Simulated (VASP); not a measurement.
**Pb3O: relaxation of cell and atoms with PBE**

Pb3O:

```
CELL_PARAMETERS angstrom
-3.01683 3.01683 3.01683
3.01683 -3.01683 3.01683
3.01683 3.01683 -3.01683
ATOMIC_POSITIONS crystal
Pb 0.00000 0.50000 0.50000
Pb 0.50000 0.00000 0.50000
Pb 0.50000 0.50000 0.00000
O 0.00000 0.00000 0.00000
```

The cell was built by a generator and needn't be a form met in nature.

The cell isn't the ideal one: random cell by space group and Wyckoff sites (Im-3m, No. 229).

- Program: VASP 6.6.1
- Task: relaxation of cell and atoms
- Functional: PBE
- Potentials or basis: VASP PAW PBE potentials, release 64 (Pb_d, O)
- Cutoff: 600 eV
- k mesh: 12 × 12 × 12
- Occupations: gaussian, width 0.1 eV
- Spin: no spin polarisation
- Dipole correction: no
- Further INCAR settings: ALGO = Fast; EDIFF = 1e-06; IBRION = 2; EDIFFG = -0.01; NSW = 100; ISIF = 3

- Relaxed volume: 27.06 Å³/atom
- Relaxed cell: a = 5.200 Å, b = 5.200 Å, c = 5.200 Å, α = 109.47°, β = 109.47°, γ = 109.47°
- Space group after relaxing (to 0.05 Å): Im-3m (No. 229)
- Energy gained by relaxing: 0.8 meV/atom
- Ionic steps: 3
- Pressure after relaxing: 0.0 GPa
- Band gap on the k mesh: none (metal or under the smearing width)

The path:
| step | energy change (eV) | largest force (eV/Å) | pressure (GPa) | volume (Å³) |
| --- | --- | --- | --- | --- |
| 1 | 0.0000 | 0.0000 | -0.65 | 109.83 |
| 2 | -0.0032 | 0.0000 | 0.07 | 108.08 |
| 3 | -0.0033 | 0.0000 | -0.03 | 108.24 |

Final structure:
```
Pb O
1.0
    -3.00220    3.00220    3.00220
     3.00220   -3.00220    3.00220
     3.00220    3.00220   -3.00220
Pb O
3 1
Direct
  0.00000 0.50000 0.50000
  0.50000 0.00000 0.50000
  0.50000 0.50000 0.00000
  0.00000 0.00000 0.00000
```

Levels at points of the mesh, in eV from the Fermi level:
| k point | band 22 | band 23 | band 24 | band 25 | band 26 | band 27 |
| --- | --- | --- | --- | --- | --- | --- |
| (0.00, 0.00, 0.00) | -2.26 | -2.16 | -2.16 | -2.16 | 2.90 | 2.90 |
| (0.50, 0.00, 0.00) | -1.34 | -1.24 | -0.13 | 1.08 | 2.15 | 2.39 |
| (0.50, 0.50, 0.50) | -4.18 | -1.07 | -1.07 | -1.07 | 3.91 | 3.91 |

Wall time 8.7 min on 1 thread of Intel(R) Xeon(R) 6975P-C (Granite Rapids), on a shared host, peak memory 0.43 GiB.

The run has no spin-orbit coupling, so splittings on Pb are missing.
